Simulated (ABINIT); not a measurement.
Si2Ni:

```
CELL_PARAMETERS angstrom
0.00000 2.70300 2.70300
2.70300 0.00000 2.70300
2.70300 2.70300 0.00000
ATOMIC_POSITIONS crystal
Ni 0.00000 0.00000 0.00000
Si 0.75000 0.75000 0.75000
Si 0.25000 0.25000 0.25000
```

Base run:

| Property | Result |
| --- | --- |
| Program | ABINIT 10.8.3 (patched build) |
| Functional | PW91 |
| Potentials or basis | JTH PAW PBE v2.0 |
| Cutoff | 1333 eV |
| k mesh | 7 × 7 × 7 |
| Occupations | fermi-dirac, width 0.05 eV |
| Spin | collinear spin, ferromagnetic start |
| Starting moments | [1.0, 0.0, 0.0] μB |

Its results: band gap on the k mesh none (metal or under the smearing width); pressure 3.5 GPa; net moment 0.00 μB per cell.

**Question.** The run is repeated on the same cell with these changes: functional from PW91 to WC. What comes out?

**Answer.** Band gap on the k mesh none (metal or under the smearing width); pressure -0.8 GPa; net moment 0.00 μB per cell.

WC binds more tightly than PW91, so the same cell stands under less pressure.

Caveats: small starting moments can end in a higher magnetic state in this program; the PAW data sets were made with another functional, which shifts forces and pressure a little.
